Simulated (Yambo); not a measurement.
# BP (F-43m) in Yambo: a series of runs, part 3 of 3

Yambo 5.3.0.

## Step 6: Optical spectrum, LDA

optics10.in

```
optics
chi
Chimod= "IP"
% BndsRnXd
 1 | 19 |
%
% LongDrXd
 0 | 1 | 0 |
%
% QpntsRXd
 1 | 1 |
%
% EnRngeXd
 0 | 30 | eV
%
% DmRngeXd
 0.05 | 0.05 | eV
%
ETStpsXd= 300
```

scf.in

```
&CONTROL
  calculation = 'scf'
  prefix = 'pwscf'
  outdir = './tmp'
  pseudo_dir = './pseudo'
/
&SYSTEM
  ibrav = 0
  nat = 2
  ntyp = 2
  ecutwfc = 76
  nbnd = 9
  occupations = 'smearing'
  smearing = 'fd'
  degauss = 0.00367493
  force_symmorphic = .true.
/
&ELECTRONS
  conv_thr = 4d-10
  electron_maxstep = 120
  mixing_beta = 0.5
/
ATOMIC_SPECIES
P     30.9738 P.upf
B     10.8100 B.upf
CELL_PARAMETERS angstrom
   0.0000000000    2.2690000000    2.2690000000
   2.2690000000    0.0000000000    2.2690000000
   2.2690000000    2.2690000000    0.0000000000
ATOMIC_POSITIONS angstrom
P      3.4035000000    3.4035000000    3.4035000000
B      0.0000000000    0.0000000000    0.0000000000
K_POINTS automatic
10 10 10 0 0 0
```

nscf.in

```
&CONTROL
  calculation = 'nscf'
  prefix = 'pwscf'
  outdir = './tmp'
  pseudo_dir = './pseudo'
/
&SYSTEM
  ibrav = 0
  nat = 2
  ntyp = 2
  ecutwfc = 76
  nbnd = 154
  occupations = 'fixed'
  force_symmorphic = .true.
/
&ELECTRONS
  conv_thr = 1d-08
  diago_full_acc = .true.
  diago_thr_init = 1d-06
/
ATOMIC_SPECIES
P     30.9738 P.upf
B     10.8100 B.upf
CELL_PARAMETERS angstrom
   0.0000000000    2.2690000000    2.2690000000
   2.2690000000    0.0000000000    2.2690000000
   2.2690000000    2.2690000000    0.0000000000
ATOMIC_POSITIONS angstrom
P      3.4035000000    3.4035000000    3.4035000000
B      0.0000000000    0.0000000000    0.0000000000
K_POINTS automatic
6 6 6 0 0 0
```

Potentials or basis: PseudoDojo 0.4.1 SR LDA standard.

Started as:

```sh
> OMP_NUM_THREADS=1 pw.x -in scf.in > scf.out
> OMP_NUM_THREADS=1 pw.x -in nscf.in > nscf.out
> cd tmp/pwscf.save; p2y; mv SAVE ../..; cd ../..
> OMP_NUM_THREADS=1 yambo
> OMP_NUM_THREADS=1 yambo -F optics10.in -J optics10 -C optics10_out
```

Yambo's report:

```text
[... sections 02.01 to 02.04 as in the set-up run ...]

  [02.05] Energies & Occupations
  ==============================

  [X] === General ===
  [X] Electronic Temperature                        :  0.000000  0.000000 [eV K]
  [X] Bosonic    Temperature                        :  0.000000  0.000000 [eV K]
  [X] Finite Temperature mode                       : no
  [X] El. density                                   :  0.34242E+24 [cm-3]
  [X] Fermi Level                                   :  9.022158 [eV]

  [X] === Gaps and Widths ===
  [X] Conduction Band Min                           :  1.318940 [eV]
  [X] Valence Band Max                              :  0.000000 [eV]
  [X] Filled Bands                                  :   4
  [X] Empty Bands                                   :    5  154
  [X] Direct Gap                                    :  3.386861 [eV]
  [X] Direct Gap localized at k                     :  1
  [X] Indirect Gap                                  :  1.318940 [eV]
  [X] Indirect Gap between kpts                     :   1  13
  [X] Last valence band width                       :  5.187516 [eV]
[... 26 lines left out ...]
 Q [16]         [rlu]:  0.166667 -0.500000 -0.333333

 [WARNING] [Xd] User bands 1-19 break level degeneracy

 [04] Dipoles
 ============

  [04.01] Setup: observables and procedures
  =========================================

  [WF-Oscillators/G space/Transverse up loader] Normalization (few states)  min/max  :  0.42404E-16   1.0000

  [WR./optics10//ndb.dipoles]-----------------------------------------------------
   Brillouin Zone Q/K grids (IBZ/BZ)                :   16  216   16  216
   RL vectors                                       :  2421 [WF]
   Fragmentation                                    : yes
   Electronic Temperature                           :  0.000000 [K]
   Bosonic    Temperature                           :  0.000000 [K]
   DIP band range                                   :   1  19
   DIP band range limits                            :   4   5
   DIP e/h energy range                             : -1.000000 -1.000000 [eV]
   RL vectors in the sum                            :  2421
   [r,Vnl] included                                 : yes
   Bands ordered                                    : yes
   Direct v evaluation                              : no
   Approach used                                    : G-space v
   Dipoles computed                                 : R V P [G-space]
   Wavefunctions                                    : Slater exchange(X)+Perdew & Wang(C)

  [WARNING] [r,Vnl^pseudo] included in position and velocity dipoles.

  [WARNING] In case H contains other non local terms, these are neglected

 [05] Optics
 ===========

 [X-CG] R(p) Tot o/o(of R):    754  12960    100
```

o-optics10.eel_q1_ip:

```text
# Electron Energy Loss @ Q(1):   0.00000000      1.00000000      0.00000000    [q->0 direction]
#
# [ X ] Hartree size                              :  1
# [GEN] GF Energies                               : Slater exchange(X)+Perdew & Wang(C)
# [GEN] Green`s Function                          : T-ordered
#
# [GEN] Gauge                                     : Length
# [GEN] [r,Vnl] included                          : yes
#
#    E[1] [eV]          Im(eel)            Re(eel)
#
        0.000000           0.743284E-3       -0.092598
        0.100334           0.743675E-3       -0.092570
        0.200669           0.744848E-3       -0.092485
        0.301003           0.746809E-3       -0.092344
        0.401338           0.749569E-3       -0.092146
        0.501672           0.753140E-3       -0.091890
[... 292 lines left out ...]
        29.89967           0.467328          -1.989519
        30.00000           0.610461          -2.200806
#
```

It took 58 s on 1 thread of Arm Neoverse V1, shared host; peak memory 0.23 GiB.

Results:

* Band gap on the k mesh, mean-field level: 1.32 eV, indirect (least direct gap 3.39 eV)
* Electronic dielectric constant along the field: 10.80

Dielectric function (along the field direction of the input):
| energy (eV) | real part | imaginary part |
| --- | --- | --- |
| 0.30 | 10.83 | 0.09 |
| 0.80 | 11.02 | 0.09 |
| 1.30 | 11.40 | 0.11 |
| 1.81 | 12.04 | 0.13 |
| 2.31 | 13.09 | 0.18 |
| 2.81 | 14.99 | 0.31 |
| 3.31 | 22.86 | 4.92 |
| 3.81 | 19.26 | 1.20 |
| 4.31 | 17.85 | 3.11 |
| 4.82 | 27.73 | 24.37 |
| 5.32 | 63.13 | 38.05 |
| 5.82 | -52.64 | 79.84 |
| 6.32 | -19.12 | 17.85 |
| 6.82 | -14.15 | 5.98 |
| 7.32 | -6.31 | 3.27 |
| 7.83 | -4.94 | 2.48 |
| 8.33 | 2.48 | 2.84 |
| 8.83 | -1.16 | 4.69 |
| 9.33 | -4.43 | 6.02 |
| 9.83 | -4.84 | 7.68 |
| 10.33 | -8.12 | 3.65 |
| 10.84 | -4.31 | 0.37 |
| 11.34 | -0.38 | 1.66 |
| 11.84 | -3.00 | 1.38 |
| 12.34 | -1.67 | 0.74 |
| 12.84 | -3.17 | 1.03 |
| 13.34 | -2.21 | 0.55 |
| 13.85 | -1.98 | 0.59 |
| 14.35 | -0.78 | 0.79 |
| 14.85 | -0.93 | 0.91 |
| 15.35 | -1.35 | 0.40 |
| 15.85 | -0.49 | 1.60 |
| 16.35 | -0.79 | 0.27 |
| 16.86 | -0.62 | 0.18 |
| 17.36 | -0.82 | 0.51 |
| 17.86 | -0.68 | 0.20 |
| 18.36 | -0.20 | 0.81 |
| 18.86 | -0.51 | 0.25 |
| 19.36 | -0.34 | 0.18 |
| 19.97 | -0.40 | 0.33 |

Energy-loss function:
| energy (eV) | loss |
| --- | --- |
| 0.0 | 0.001 |
| 1.3 | 0.001 |
| 2.6 | 0.001 |
| 3.9 | 0.004 |
| 5.2 | 0.006 |
| 6.5 | 0.025 |
| 7.8 | 0.081 |
| 9.1 | 0.085 |
| 10.4 | 0.068 |
| 11.7 | 0.050 |
| 13.0 | 0.114 |
| 14.3 | 0.640 |
| 15.7 | 0.672 |
| 17.0 | 1.740 |
| 18.3 | 1.792 |
| 19.6 | 0.565 |
| 20.9 | 2.048 |
| 22.2 | 14.618 |
| 23.5 | 3.602 |
| 24.8 | 1.095 |
| 26.1 | 0.999 |
| 27.4 | 0.276 |
| 28.7 | 0.429 |
| 30.0 | 0.610 |

Caveat: this k mesh misses the band edges, so its gaps are larger than the crystal's; spectra need much finer meshes, so this one isn't converged; independent-particle spectra lack excitons.
